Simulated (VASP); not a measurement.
Method: r2SCAN meta-GGA, VASP's PBE PAW potentials (set 64) (plane waves; VASP 6.6.1).

VASP ran on this input.

POSCAR:
```
ZrO2
1
    0.0000000000     2.5459917047     2.5459917047
    2.5459917047     0.0000000000     2.5459917047
    2.5459917047     2.5459917047    -0.0000000000
Zr O
1 2
Direct
  0.0000000000   0.0000000000   0.0000000000
  0.2500000000   0.2500000000   0.2500000000
  0.7500000000   0.7500000000   0.7500000000
```

**INCAR**
```
! general
SYSTEM =ZrO2
PREC   =Accurate
ENCUT  =520   ! plane-wave cut-off (eV)
LREAL  =.FALSE.   ! projection in real space or not
LASPH  =.TRUE.   ! aspherical one-centre terms
NBANDS =48

! electronic loop
EDIFF  =1E-7   ! SCF stop (eV)
NELM   =100
ALGO   =Normal   ! blocked Davidson
LMAXMIX=4
LMIXTAU=.TRUE.

! smearing
ISMEAR =0   ! Gaussian
SIGMA  =0.01

! functional
METAGGA=R2SCAN

! output
LWAVE  =.FALSE.
LCHARG =.FALSE.
NEDOS  =1001

! other
LOPTICS=.TRUE.
LPEAD  =.TRUE.
CSHIFT =0.1
```

KPOINTS:
```
Automatic mesh
0
Gamma
10 10 10
0 0 0
```

POTCAR, in this order: Zr_sv O (PBE.64 set). Program: vasp_std.

Output of the run:

### OSZICAR
```
       N       E                     dE             d eps       ncg     rms          rms(c)
DAV:   1     0.177806135029E+03    0.17781E+03   -0.11397E+04  4520   0.525E+02
DAV:   2    -0.530326114716E+02   -0.23084E+03   -0.21592E+03  5328   0.199E+02
DAV:   3    -0.617625192206E+02   -0.87299E+01   -0.85939E+01  5840   0.356E+01
DAV:   4    -0.618884908430E+02   -0.12597E+00   -0.12591E+00  5192   0.375E+00
DAV:   5    -0.618896848371E+02   -0.11940E-02   -0.11940E-02  5368   0.317E-01    0.256E+01
DAV:   6    -0.451707077114E+02    0.16719E+02   -0.58453E+00  5816   0.143E+01    0.903E+00
DAV:   7    -0.463792182668E+02   -0.12085E+01   -0.14785E+00  5240   0.502E+00    0.384E+00
DAV:   8    -0.466876838695E+02   -0.30847E+00   -0.10731E+00  4824   0.487E+00    0.285E+00
DAV:   9    -0.456405285494E+02    0.10472E+01   -0.46112E-01  4688   0.353E+00    0.930E-01
DAV:  10    -0.457883754255E+02   -0.14785E+00   -0.37619E-02  4992   0.954E-01    0.470E-01
DAV:  11    -0.458537577268E+02   -0.65382E-01   -0.47459E-02  4752   0.105E+00    0.241E-01
DAV:  12    -0.458554631534E+02   -0.17054E-02   -0.47262E-03  4928   0.320E-01    0.169E-01
DAV:  13    -0.458548816833E+02    0.58147E-03   -0.16437E-03  4888   0.192E-01    0.364E-02
DAV:  14    -0.458560001341E+02   -0.11185E-02   -0.53471E-04  5080   0.109E-01    0.665E-03
DAV:  15    -0.458559235309E+02    0.76603E-04   -0.45802E-05  5064   0.338E-02    0.223E-02
DAV:  16    -0.458560587564E+02   -0.13523E-03   -0.19066E-05  4992   0.232E-02    0.729E-03
DAV:  17    -0.458560607830E+02   -0.20266E-05   -0.41593E-06  5208   0.929E-03    0.118E-03
DAV:  18    -0.458560614607E+02   -0.67775E-06   -0.29967E-07  5136   0.234E-03    0.679E-04
DAV:  19    -0.458560610819E+02    0.37884E-06   -0.14258E-07  5088   0.197E-03    0.670E-04
DAV:  20    -0.458560613914E+02   -0.30948E-06   -0.40912E-08  4704   0.104E-03    0.263E-04
DAV:  21    -0.458560613417E+02    0.49678E-07   -0.37718E-09  3448   0.318E-04
   1 F= -.45856061E+02 E0= -.45856061E+02  d E =-.297913E-53
 imaginary and real dielectric function
```

### OUTCAR
```
------------------------ aborting loop because EDIFF is reached ----------------------------------------
  FORCE on cell =-STRESS in cart. coord.  units (eV):
  Direction    XX          YY          ZZ          XY          YZ          ZX
  --------------------------------------------------------------------------------------
  Total       -0.0043914     -0.0043914     -0.0043914      0.0000000      0.0000000      0.0000000
  in kB       -0.2131658     -0.2131658     -0.2131658      0.0000000      0.0000000      0.0000000
  external PRESSURE =      -0.2131658 kB  Pullay stress =       0.0000000 kB
  volume of cell :       33.01
      direct lattice vectors                 reciprocal lattice vectors
     0.000000000  2.545991705  2.545991705    -0.196387128  0.196387128  0.196387128
     2.545991705  0.000000000  2.545991705     0.196387128 -0.196387128  0.196387128
     2.545991705  2.545991705  0.000000000     0.196387128  0.196387128 -0.196387128
 POSITION                                       TOTAL-FORCE (eV/Angst)
 -----------------------------------------------------------------------------------
      0.00000      0.00000      0.00000        -0.000000      0.000000     -0.000000
      1.27300      1.27300      1.27300         0.000000      0.000000      0.000000
      3.81899      3.81899      3.81899        -0.000000     -0.000000     -0.000000
 -----------------------------------------------------------------------------------
    total drift:                                0.000000      0.000000      0.000000
  FREE ENERGIE OF THE ION-ELECTRON SYSTEM (eV)
  ---------------------------------------------------
  free  energy   TOTEN  =       -45.8560613417 eV

  energy  without entropy=      -45.8560613417  energy(sigma->0) =      -45.85606134

 plasma frequency squared (from intraband transitions) (eV^2)
  --------------------------------------------------------------------------------------
       0.000       0.000       0.000
       0.000       0.000       0.000
       0.000       0.000       0.000

 plasma frequency squared (from interband transitions, int dw w eps(2)(w)) (eV^2)
  --------------------------------------------------------------------------------------
     832.858       0.000       0.000      -0.000      -0.000       0.000
       0.000       0.000     832.858       0.000       0.000       0.000
      -0.000      -0.000       0.000      -0.000     832.858       0.000
```
(Selected blocks of OUTCAR.)

The structure comes from a computed database's ZrO2 entry (Fm-3m); how it stands against other phases isn't given here. It was relaxed first.
